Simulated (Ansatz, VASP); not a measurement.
One calculation of Fe2O3 (Hematite), two programs

```
Fe O
1.0
     2.51900    1.45435    4.59067
    -2.51900    1.45435    4.59067
     0.00000   -2.90869    4.59067
Fe O
4 6
Direct
  0.35530 0.35530 0.35530
  0.14470 0.14470 0.14470
  0.64470 0.64470 0.64470
  0.85530 0.85530 0.85530
  0.55590 0.25000 0.94410
  0.25000 0.94410 0.55590
  0.94410 0.55590 0.25000
  0.44410 0.75000 0.05590
  0.75000 0.05590 0.44410
  0.05590 0.44410 0.75000
```

Alike in both runs: functional PBE; k mesh 7 × 7 × 7; occupations fermi-dirac, width 0.05 eV; collinear spin, ferromagnetic start.

|  | VASP | Ansatz |
| --- | --- | --- |
| version | VASP 6.6.1 | Ansatz 0.2.0 |
| potentials or method | VASP PAW PBE potentials, release 64 (Fe, O) | SPMS NC |
| plane-wave cutoff (eV) | 520 | 1034 |
| valence electrons in the cell | 68 | 100 |
| task | single point | band structure |

Ansatz gave:

```
gap on the k mesh at the Fermi level (eV)                     : none
pressure (GPa)                                                : 1.2
largest component of the traceless stress (GPa)               : 1.04
rms of the force components (eV/Å)                            : 0.234
net moment per atom (μB)                                      : 1.60
size of the moment on the site where the two differ most (μB) : 3.21
```

Q: What did VASP give for the same quantities?

A: gap on the k mesh at the Fermi level (eV): none; pressure (GPa): -4.8; largest component of the traceless stress (GPa): 0.12; rms of the force components (eV/Å): 0.339; net moment per atom (μB): 1.35; size of the moment on the site where the two differ most (μB): 3.08.

The net moments differ so much that the two runs ended in different magnetic states, which moves the other rows too. Site moments also hang on the region over which each program counts them. Atom by atom the forces differ by 0.106 eV/Å (rms over components). A gap of «none» marks a metal or a gap that the smearing closes. The two sets of potentials don't hold the same shells in valence.

Caveats: semilocal functionals often make such compounds metallic where correlation or magnetic order opens a gap, which also shifts bond lengths; only a ferromagnetic start was run, and an antiferromagnetic order may lie lower in energy; the pressure holds a Pulay correction of +0.5 GPa for the finite cutoff (Ansatz). With open d or f shells a metallic result of PBE can be an artefact of self-interaction; +U or a hybrid may open a gap.
